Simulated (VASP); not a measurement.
Write the native input for VASP 6.6.1 that does the following.

- Task: relaxation of cell and atoms
- Functional: PBEsol
- Potentials or basis: VASP PAW PBE potentials, release 64 (Na_pv)
- Cutoff: 300 eV
- k mesh: 14 × 14 × 14
- Occupations: gaussian, width 0.1 eV
- Spin: no spin polarisation
- Further INCAR settings: ALGO = Normal; EDIFF = 1e-07; IBRION = 2; EDIFFG = -0.005; NSW = 90; ISIF = 3

The structure of Na lies in POSCAR:

```
Na
1.0
   -2.1175000000      2.1175000000      2.1175000000
    2.1175000000     -2.1175000000      2.1175000000
    2.1175000000      2.1175000000     -2.1175000000
Na
1
Direct
    0.0000000000      0.0000000000      0.0000000000
```

The input as run:

INCAR

```
SYSTEM = Na
ALGO = Normal
EDIFF = 1E-7
EDIFFG = -0.005
ENCUT = 300
GGA = PS
IBRION = 2
ISIF = 3
ISMEAR = 0
LASPH = .TRUE.
LCHARG = .FALSE.
LREAL = .FALSE.
LWAVE = .FALSE.
NELM = 100
NSW = 90
PREC = Accurate
SIGMA = 0.1
```

KPOINTS

```
k-points
0
G
  14 14 14
  0 0 0
```

Potentials or basis: VASP PAW PBE potentials, release 64 (Na_pv).

Run with:

```sh
$ cat potpaw_PBE.64/Na_pv/POTCAR > POTCAR
$ mpirun -np 1 vasp_std > vasp.out
```

It gave:

```json
{
  "Relaxed volume": "36.34 Å³/atom",
  "Relaxed cell": "a = 3.614 Å, b = 3.614 Å, c = 3.614 Å, α = 109.47°, β = 109.47°, γ = 109.47°",
  "Space group after relaxing (to 0.05 Å)": "Im-3m (No. 229)",
  "Energy gained by relaxing": "1.9 meV/atom",
  "Ionic steps": "5",
  "Pressure after relaxing": "0.0 GPa",
  "Band gap on the k mesh": "none (metal or under the smearing width)"
}
```

Caveat: the cutoff is under 1.25 times the usual one of these potentials, so pressure, stress and relaxed cells hold a basis-set (Pulay) error; the PAW data sets were made with another functional, which shifts forces and pressure a little.

Wall time 19 s on 1 thread of Intel(R) Xeon(R) Platinum 8488C (Sapphire Rapids), with other jobs on the host, peak memory 0.13 GiB.
